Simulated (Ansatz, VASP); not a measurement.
**One calculation of NaF, two programs**

File INCAR:

```
ALGO = Normal ; EDIFF = 1E-6
ENCUT = 520 ; GGA = PE
ISIF = 2 ; ISMEAR = 0
LASPH = True ; LCHARG = True
LELF = True ; LREAL = False
LVHAR = True ; LWAVE = False
NBANDS = 14 ; NELM = 80
PREC = Accurate ; SIGMA = 0.01
```

The input KPOINTS:

```
k-points
0
Gamma
  8 8 8
```

POSCAR

```
NaF
1.0
    2.8648043828      0.0000000000      0.0000000000
    0.0000000000      2.8648043828      0.0000000000
    0.0000000000      0.0000000000      2.8648043828
Na F
1 1
Direct
    0.0000000000      0.0000000000      0.0000000000
    0.5000000000      0.5000000000      0.5000000000
```

Input for Ansatz:

```yaml
crystal:
  lattice:
    - [2.8648043828, 0.0, 0.0]
    - [0.0, 2.8648043828, 0.0]
    - [0.0, 0.0, 2.8648043828]
  atoms:
    - { symbol: Na, position: [0.0, 0.0, 0.0] }
    - { symbol: F, position: [0.5, 0.5, 0.5] }
kpoints:
  mp_grid: { grid: [8, 8, 8] }
hamiltonian:
  xc: pbe
scf:
  occupations: { method: fixed }
  n_extra_bands: 4
output:
  forces: true
  stress: true
  eigenvalues: true
```

Alike in both runs: task single point; functional PBE; k mesh 8 × 8 × 8; no spin polarisation.

```csv
,VASP,Ansatz
version,VASP 6.6.1,Ansatz 0.2.0
potentials or method,"VASP PAW PBE potentials, release 64 (Na_pv, F)","plane waves, PAW"
plane-wave cutoff (eV),520,420
occupations,"gaussian, width 0.01 eV",fixed
valence electrons in the cell,14,16
```

|  | VASP | Ansatz | Ansatz less VASP |
| --- | --- | --- | --- |
| gap on the k mesh at the Fermi level (eV) | 5.64 | 5.66 | +0.016 |
| pressure (GPa) | -0.2 | 0.0 | +0.21 |

The two sets of potentials don't hold the same shells in valence.

A k mesh can miss the band edges.
